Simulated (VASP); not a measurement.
# MgO (Fm-3m) in VASP: notebook

One crystal, MgO, is run at these levels: LDA; tasks: single point.

All numbers are computed with VASP 6.6.1; they aren't measurements. Logs are shortened: lines on timing, memory, paths and dates and some standing lists are left out, and cuts for length are marked.

## Step 1: Starting point

It takes space group Fm-3m (No. 225, cubic). The conventional cell has a = 4.194 Å, b = 4.194 Å, c = 4.194 Å, α = 90.00°, β = 90.00°, γ = 90.00°. Mg (site symmetry m-3m) has 6 O at 2.10 Å as nearest neighbours. Around O (site symmetry m-3m) lie 6 Mg at 2.10 Å.

The cell is a database's computed one.

## Step 2: Single point, LDA

The input, INCAR:

```
PREC = Accurate
ENCUT = 500
EDIFF = 1E-7
ISMEAR = 0
SIGMA = 0.05
LREAL = False
LASPH = True
NELM = 100
ALGO = Normal
ISIF = 2
LWAVE = False
LCHARG = False
GGA = CA
NBANDS = 11
ADDGRID = False
```

The input, KPOINTS:

```
regular mesh
0
Gamma
  2 2 2
```

The input, POSCAR:

```
MgO
1.0
    0.0000000000      2.0970013927      2.0970013927
    2.0970013927      0.0000000000      2.0970013927
    2.0970013927      2.0970013927      0.0000000000
Mg O
1 1
Direct
    0.0000000000      0.0000000000      0.0000000000
    0.5000000000      0.5000000000      0.5000000000
```

Potentials or basis: VASP PAW LDA potentials, release 64 (Mg, O).

The run is started by

```console
$ cat potpaw_LDA.64/Mg/POTCAR potpaw_LDA.64/O/POTCAR > POTCAR
$ mpirun -np 1 vasp_std > vasp.out
```

OUTCAR:

```text
PREC = Accurate
   ENCUT = 500
   EDIFF = 1E-7
   ISMEAR = 0
   LREAL = False
   LASPH = True
   NELM = 100
   ISIF = 2
   GGA = CA

 Found      3 irreducible k-points:

 Following reciprocal coordinates:
            Coordinates               Weight
  0.000000  0.000000  0.000000      1.000000
  0.500000  0.000000  0.000000      4.000000
  0.500000  0.500000  0.000000      3.000000
   k-points           NKPTS =      3   k-points in BZ     NKDIM =      3   number of bands    NBANDS=     11
   number of dos      NEDOS =    301   number of ions     NIONS =      2
   total plane-waves  NPLWV =  13824
   dimension x,y,z NGX =    24 NGY =   24 NGZ =   24
   dimension x,y,z NGXF=    48 NGYF=   48 NGZF=   48
   ions per type =               1   1
   NGX,Y,Z   is equivalent  to a cutoff of  13.45, 13.45, 13.45 a.u.
   NGXF,Y,Z  is equivalent  to a cutoff of  26.91, 26.91, 26.91 a.u.
 SYSTEM =  unknown system
   PREC   = accura    normal or accurate (medium, high low for compatibility)
   ISTART =      0    job   : 0-new  1-cont  2-samecut
   ICHARG =      2    charge: 1-file 2-atom 10-const
   ISPIN  =      1    spin polarized calculation?
   LNONCOLLINEAR =      F non collinear calculations
   LSORBIT =      F    spin-orbit coupling
   LASPH  =      T    aspherical Exc in radial PAW
   ENCUT  =  500.0 eV  36.75 Ry    6.06 a.u.   5.41  5.41  5.41*2*pi/ulx,y,z
   NELM   =    100;   NELMIN=  2; NELMDL= -5     # of ELM steps
   EDIFF  = 0.1E-06   stopping-criterion for ELM
   LREAL  =      F    real-space projection
   EDIFFG = 0.1E-05   stopping-criterion for IOM
   NSW    =      0    number of steps for IOM
   IBRION =     -1    ionic relax: 0-MD 1-quasi-New 2-CG
   NFREE  =      0    steps in history (QN), initial steepest desc. (CG)
   ISIF   =      2    stress and relaxation
   ISYM   =      2    0-nonsym 1-usesym 2-fastsym
   POTIM  = 0.5000    time-step for ionic-motion
   TEBEG  =    0.0;   TEEND  =   0.0 temperature during run
   PSTRESS=    0.0 pullay stress
   NELECT =       8.0000    total number of electrons
   NUPDOWN=      -1.0000    fix difference up-down
   EMIN   =  10.00;   EMAX   =-10.00  energy-range for DOS
   EFERMI =   0.00;   METHOD = LEGACY
   ISMEAR =     0;   SIGMA  =   0.05  broadening in eV -4-tet -1-fermi 0-gaus
   EFERMI_NEDOS =   21; number of points for ismear=-14 and -15
   IALGO  =     38    algorithm
   IMIX   =      4    mixing-type and parameters
     AMIX     =   0.40;   BMIX     =  1.00
     AMIX_MAG =   1.60;   BMIX_MAG =  1.00
  volume/ion in A,a.u.               =       9.22        62.23
  Fermi-wavevector in a.u.,A,eV,Ry     =   1.239261  2.341864 20.895389  1.535768
  Thomas-Fermi vector in A             =   2.373752
   LORBIT       =      0    0 simple, 1 ext, 2 COOP (PROOUT), +10 PAW based schemes
   GGA     = CA    functional components
   LHFCALC =     F    Hartree Fock is set to
   AEXX    =    0.0000 exact exchange contribution
   IVDW    =     0    specifies the selected vdW correction
   LEPSILON=     F    determine dielectric tensor
   LRPA    =     F    only Hartree local field effects (RPA)
 non-spin polarized calculation
 Gauss-broadening in eV      SIGMA  =   0.05
  energy-cutoff  :      500.00
  volume of cell :       18.44
 maximum number of plane-waves:       468
 NGX is ok and might be reduce to    24
   NGX = 11   NGY = 11   NGZ = 11

 number of electron       8.0000004 magnetization

 Free energy of the ion-electron system (eV)
  ---------------------------------------------------
  ext. energy  EPLUGINS =         0.00000000
  ---------------------------------------------------
  free energy    TOTEN  =       -12.52277580 eV

  energy without entropy =      -12.52277580  energy(sigma->0) =      -12.52277580

 E-fermi :   3.7442     XC(G=0): -11.5892

 val. band max:        3.4811783795   @ k =   0.0000   0.0000   0.0000
 cond. band min:       7.9481532054   @ k =   0.0000   0.0000   0.0000
 fundamental gap:      4.4669748260
 Fermi energy:         3.7442109739

 k-point     1 :       0.0000    0.0000    0.0000
  band No.  band energies     occupation
      1     -13.6765      2.00000
      2       3.4812      2.00000
      3       3.4812      2.00000
      4       3.4812      2.00000
      5       7.9482      0.00000
      6      18.6022      0.00000
      7      18.6022      0.00000
      8      18.6022      0.00000
      9      22.6644      0.00000
     10      24.3326      0.00000
     11      24.3326      0.00000

 k-point     2 :       0.5000    0.0000    0.0000
  band No.  band energies     occupation
      1     -12.2277      2.00000
      2      -1.5044      2.00000
      3       2.7678      2.00000
      4       2.7678      2.00000
      5      10.8883      0.00000
      6      15.8723      0.00000
      7      19.1183      0.00000
      8      19.1183      0.00000
      9      23.7088      0.00000
     10      25.3953      0.00000
     11      25.3953      0.00000

 k-point     3 :       0.5000    0.5000    0.0000
  band No.  band energies     occupation
      1     -11.9349      2.00000
      2      -0.9334      2.00000
      3       2.0145      2.00000
      4       2.0145      2.00000
      5      11.9110      0.00000
      6      12.8471      0.00000
      7      16.3409      0.00000
      8      21.9771      0.00000
      9      21.9771      0.00000
     10      28.4237      0.00000
     11      29.7171      0.00000

------------------------ aborting loop because EDIFF is reached ----------------------------------------

  FORCE on cell =-STRESS in cart. coord.  units (eV):
  Direction    XX          YY          ZZ          XY          YZ          ZX
  --------------------------------------------------------------------------------------
  -------------------------------------------------------------------------------------
  Total       -0.1125981     -0.1125981     -0.1125981      0.0000000      0.0000000     -0.0000000
  in kB       -9.7817297     -9.7817297     -9.7817297      0.0000000      0.0000000     -0.0000000
  external PRESSURE =      -9.7817297 kB  Pullay stress =       0.0000000 kB

 VOLUME and BASIS-vectors are now :
 -----------------------------------------------------------------------------
  energy-cutoff  :      500.00
  volume of cell :       18.44
      direct lattice vectors                 reciprocal lattice vectors
     0.000000000  2.097001393  2.097001393    -0.238435702  0.238435702  0.238435702
     2.097001393  0.000000000  2.097001393     0.238435702 -0.238435702  0.238435702
     2.097001393  2.097001393  0.000000000     0.238435702  0.238435702 -0.238435702

 POSITION                                       TOTAL-FORCE (eV/Angst)
 -----------------------------------------------------------------------------------
      0.00000      0.00000      0.00000         0.000000      0.000000      0.000000
      2.09700      2.09700      2.09700        -0.000000     -0.000000     -0.000000
 -----------------------------------------------------------------------------------
    total drift:                               -0.000000     -0.000000      0.000000

  FREE ENERGIE OF THE ION-ELECTRON SYSTEM (eV)
  ---------------------------------------------------
  free  energy   TOTEN  =       -12.5227757962 eV

  energy  without entropy=      -12.5227757962  energy(sigma->0) =      -12.52277580
```

Wall time 2.1 s (1 thread of AMD EPYC 9R45 (Zen 5), shared host); peak memory 0.09 GiB.

These settings aren't checked as converged: the numbers below hold their error.

What came out:

| Item | Value |
| --- | --- |
| Free energy | -12.5228 eV |
| Pressure | -1.0 GPa |
| Band gap on the k mesh | 4.47 eV, direct |

Caveat: the k mesh is coarse (spacing up to 1.30 Å⁻¹), so the values aren't converged.

## Step 3: Single point, LDA

INCAR is that of step 2.

KPOINTS is that of step 2.

The input, POSCAR:

```
MgO
1.0
    0.0000000000      2.0970013927      2.0970013927
    2.0970013927      0.0000000000      2.0970013927
    2.0970013927      2.0970013927      0.0000000000
Mg O
1 1
Direct
   -0.0111690000     -0.0083340000      0.0019910000
    0.5083620000      0.4891820000      0.5308490000
```

Potentials or basis: VASP PAW LDA potentials, release 64 (Mg, O).

The run is started by

```console
$ cat potpaw_LDA.64/Mg/POTCAR potpaw_LDA.64/O/POTCAR > POTCAR
$ mpirun -np 1 vasp_std > vasp.out
```

OUTCAR:

```text
PREC = Accurate
   ENCUT = 500
   EDIFF = 1E-7
   ISMEAR = 0
   LREAL = False
   LASPH = True
   NELM = 100
   ISIF = 2
   GGA = CA

 Found      8 irreducible k-points:

 Following reciprocal coordinates:
            Coordinates               Weight
  0.000000  0.000000  0.000000      1.000000
  0.500000  0.000000  0.000000      1.000000
  0.000000  0.500000  0.000000      1.000000
  0.000000  0.000000  0.500000      1.000000
  0.500000  0.500000  0.500000      1.000000
  0.500000  0.500000  0.000000      1.000000
   k-points           NKPTS =      8   k-points in BZ     NKDIM =      8   number of bands    NBANDS=     11
   number of dos      NEDOS =    301   number of ions     NIONS =      2
   total plane-waves  NPLWV =  13824
   dimension x,y,z NGX =    24 NGY =   24 NGZ =   24
   dimension x,y,z NGXF=    48 NGYF=   48 NGZF=   48
   ions per type =               1   1
   NGX,Y,Z   is equivalent  to a cutoff of  13.45, 13.45, 13.45 a.u.
   NGXF,Y,Z  is equivalent  to a cutoff of  26.91, 26.91, 26.91 a.u.
 SYSTEM =  unknown system
   PREC   = accura    normal or accurate (medium, high low for compatibility)
   ISTART =      0    job   : 0-new  1-cont  2-samecut
   ICHARG =      2    charge: 1-file 2-atom 10-const
   ISPIN  =      1    spin polarized calculation?
   LNONCOLLINEAR =      F non collinear calculations
   LSORBIT =      F    spin-orbit coupling
   LASPH  =      T    aspherical Exc in radial PAW
   ENCUT  =  500.0 eV  36.75 Ry    6.06 a.u.   5.41  5.41  5.41*2*pi/ulx,y,z
   NELM   =    100;   NELMIN=  2; NELMDL= -5     # of ELM steps
   EDIFF  = 0.1E-06   stopping-criterion for ELM
   LREAL  =      F    real-space projection
   EDIFFG = 0.1E-05   stopping-criterion for IOM
   NSW    =      0    number of steps for IOM
   IBRION =     -1    ionic relax: 0-MD 1-quasi-New 2-CG
   NFREE  =      0    steps in history (QN), initial steepest desc. (CG)
   ISIF   =      2    stress and relaxation
   ISYM   =      2    0-nonsym 1-usesym 2-fastsym
   POTIM  = 0.5000    time-step for ionic-motion
   TEBEG  =    0.0;   TEEND  =   0.0 temperature during run
   PSTRESS=    0.0 pullay stress
   NELECT =       8.0000    total number of electrons
   NUPDOWN=      -1.0000    fix difference up-down
   EMIN   =  10.00;   EMAX   =-10.00  energy-range for DOS
   EFERMI =   0.00;   METHOD = LEGACY
   ISMEAR =     0;   SIGMA  =   0.05  broadening in eV -4-tet -1-fermi 0-gaus
   EFERMI_NEDOS =   21; number of points for ismear=-14 and -15
   IALGO  =     38    algorithm
   IMIX   =      4    mixing-type and parameters
     AMIX     =   0.40;   BMIX     =  1.00
     AMIX_MAG =   1.60;   BMIX_MAG =  1.00
  volume/ion in A,a.u.               =       9.22        62.23
  Fermi-wavevector in a.u.,A,eV,Ry     =   1.239261  2.341864 20.895389  1.535768
  Thomas-Fermi vector in A             =   2.373752
   LORBIT       =      0    0 simple, 1 ext, 2 COOP (PROOUT), +10 PAW based schemes
   GGA     = CA    functional components
   LHFCALC =     F    Hartree Fock is set to
   AEXX    =    0.0000 exact exchange contribution
   IVDW    =     0    specifies the selected vdW correction
   LEPSILON=     F    determine dielectric tensor
   LRPA    =     F    only Hartree local field effects (RPA)
 non-spin polarized calculation
 Gauss-broadening in eV      SIGMA  =   0.05
  energy-cutoff  :      500.00
  volume of cell :       18.44
 maximum number of plane-waves:       468
 NGX is ok and might be reduce to    24
   NGX = 11   NGY = 11   NGZ = 11

 number of electron       7.9999997 magnetization

 Free energy of the ion-electron system (eV)
  ---------------------------------------------------
  ext. energy  EPLUGINS =         0.00000000
  ---------------------------------------------------
  free energy    TOTEN  =       -12.48948421 eV

  energy without entropy =      -12.48948421  energy(sigma->0) =      -12.48948421

 E-fermi :   3.6962     XC(G=0): -11.5840

 val. band max:        3.4697970597   @ k =   0.0000   0.0000   0.0000
 cond. band min:       7.9259373238   @ k =   0.0000   0.0000   0.0000
 fundamental gap:      4.4561402641
 Fermi energy:         3.6962408867

 k-point     1 :       0.0000    0.0000    0.0000
  band No.  band energies     occupation
      1     -13.6848      2.00000
      2       3.4435      2.00000
      3       3.4578      2.00000
      4       3.4698      2.00000
      5       7.9259      0.00000
      6      18.6068      0.00000
      7      18.6461      0.00000
      8      18.6988      0.00000
      9      22.6279      0.00000
     10      24.3477      0.00000
     11      24.3648      0.00000
[... 57 lines left out ...]
 k-point     6 :       0.5000    0.5000    0.0000
  band No.  band energies     occupation
      1     -11.9474      2.00000
      2      -0.9348      2.00000
      3       1.9915      2.00000
      4       2.0087      2.00000
      5      11.9518      0.00000
      6      12.7584      0.00000
      7      16.3426      0.00000
      8      21.9218      0.00000
      9      22.0926      0.00000
     10      28.4612      0.00000
     11      29.9587      0.00000

 [... further k-points ...]
[... 5 lines left out ...]
  --------------------------------------------------------------------------------------
  -------------------------------------------------------------------------------------
  Total       -0.0276341      0.2714512     -0.0995791     -0.0228421     -0.0144288     -0.0070897
  in kB       -2.4006537     23.5817563     -8.6507263     -1.9843585     -1.2534715     -0.6159055
  external PRESSURE =       4.1767921 kB  Pullay stress =       0.0000000 kB

 VOLUME and BASIS-vectors are now :
 -----------------------------------------------------------------------------
  energy-cutoff  :      500.00
  volume of cell :       18.44
      direct lattice vectors                 reciprocal lattice vectors
     0.000000000  2.097001393  2.097001393    -0.238435702  0.238435702  0.238435702
     2.097001393  0.000000000  2.097001393     0.238435702 -0.238435702  0.238435702
     2.097001393  2.097001393  0.000000000     0.238435702  0.238435702 -0.238435702

 POSITION                                       TOTAL-FORCE (eV/Angst)
 -----------------------------------------------------------------------------------
      2.08370      2.07776      4.15310         0.240425      0.486600      0.151590
      2.13901      2.17923      2.09185        -0.240425     -0.486600     -0.151590
 -----------------------------------------------------------------------------------
    total drift:                               -0.000013     -0.000089     -0.000087

  FREE ENERGIE OF THE ION-ELECTRON SYSTEM (eV)
  ---------------------------------------------------
  free  energy   TOTEN  =       -12.4894842102 eV

  energy  without entropy=      -12.4894842102  energy(sigma->0) =      -12.48948421
```

stdout:

```text
POSCAR found type information on POSCAR MgO
 POSCAR found :  2 types and       2 ions
 scaLAPACK will be used
 LDA part: xc-table for (Slater(with rela. corr.)+CA(PZ))
 , standard interpolation
 POSCAR, INCAR and KPOINTS ok, starting setup
 FFT: planning ... GRIDC
 FFT: planning ... GRID_SOFT
 FFT: planning ... GRID
 WAVECAR not read
 entering main loop
```

Wall time 2.8 s (1 thread of AMD EPYC 9R45 (Zen 5), shared host); peak memory 0.09 GiB.

These settings aren't checked as converged: the numbers below hold their error.

What came out:

```yaml
Free_energy: -12.4895 eV
Pressure: 0.4 GPa
Largest_force: 0.564 eV/Å
Band_gap_on_the_k_mesh: 4.46 eV, direct
```

Caveat: the k mesh is coarse (spacing up to 1.30 Å⁻¹), so the values aren't converged.

(Part 1 of 2 ends here.)
